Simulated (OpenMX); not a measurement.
Te2Pt (Moncheite) under changes of volume

One of the cells (24.143 Å³/atom); the others are scaled copies at fixed shape and fractional positions:

```
Pt Te
1.0
     4.01000    0.00000    0.00000
    -2.00500    3.47276    0.00000
     0.00000    0.00000    5.20100
Pt Te
1 2
Direct
  0.00000 0.00000 0.00000
  0.66667 0.33333 0.75000
  0.33333 0.66667 0.25000
```

| Property | Result |
| --- | --- |
| Program | OpenMX 3.8.5 |
| Functional | LDA |
| Potentials or basis | OpenMX 2013 LDA set, Pt7.0-s3p2d2f1, Te7.0-s3p2d2f1, fixed grid of 48 × 48 × 70 points |
| k mesh | 9 × 9 × 5 |
| Occupations | fermi-dirac, width 0.05 eV |
| Spin | no spin polarisation |

```csv
volume (Å³/atom),energy over the lowest point (meV/atom),largest force (eV/Å)
22.694,97.05,1.986
23.177,?,?
23.660,31.69,1.336
24.143,13.32,1.052
24.626,3.05,0.791
25.108,0.00,0.552
25.591,3.46,0.333
```

What does the run at 23.177 Å³/atom give?

Energy over the lowest point 59.22 meV/atom; largest force 1.648 eV/Å.

Worked out: A Birch-Murnaghan fit of order 3 (a polynomial in V^(-2/3)) to the other rows has its minimum at 25.08 Å³/atom with B0 = V·E''(V) = 112 GPa and B' = 5.0 at fixed shape and positions, which overstates the stiffness. It gives 59.24 meV/atom at 23.177 Å³/atom, against the run's 59.22.

Energies are extrapolated to zero smearing.

Caveats: the basis has few d functions beyond the semicore shells, which can make volumes several per cent too large; the basis of atomic orbitals isn't converged, which shifts pressures, moduli and gaps; forces of over 1 eV/Å show positions far from the minimum, so gaps and moduli don't describe the material at rest (some runs).
